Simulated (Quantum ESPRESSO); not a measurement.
## Tl under changes of volume

One of the cells (29.934 Å³/atom); the others are scaled copies at fixed shape and fractional positions:

```
CELL_PARAMETERS angstrom
-1.95600 1.95600 1.95600
1.95600 -1.95600 1.95600
1.95600 1.95600 -1.95600
ATOMIC_POSITIONS crystal
Tl 0.00000 0.00000 0.00000
```

This isn't the form of Tl at room conditions, which is hcp.

* Program: Quantum ESPRESSO 7.5
* Functional: PBE
* Potentials or basis: SSSP 1.3 efficiency PBE
* Cutoff: 748 eV
* Density cutoff: 5987 eV
* k mesh: 10 × 10 × 10
* Occupations: fermi-dirac, width 0.05 eV
* Spin: no spin polarisation

```csv
volume (Å³/atom),energy over the lowest point (meV/atom),pressure (GPa)
28.138,33.83,3.5
28.737,?,?
29.335,11.94,1.7
29.934,5.54,1.0
30.533,1.62,0.3
31.131,0.00,-0.2
31.730,0.42,-0.7
```

Q: What does the run at 28.737 Å³/atom give?

A: Energy over the lowest point 21.25 meV/atom; pressure 2.5 GPa.

Worked out: A Birch-Murnaghan fit of order 3 (a polynomial in V^(-2/3)) to the other rows has its minimum at 31.30 Å³/atom with B0 = V·E''(V) = 27 GPa and B' = 5.2. It gives 21.26 meV/atom at 28.737 Å³/atom, against the run's 21.25, and -dE/dV = 2.9 GPa, against 2.5.

Energies are extrapolated to zero smearing.
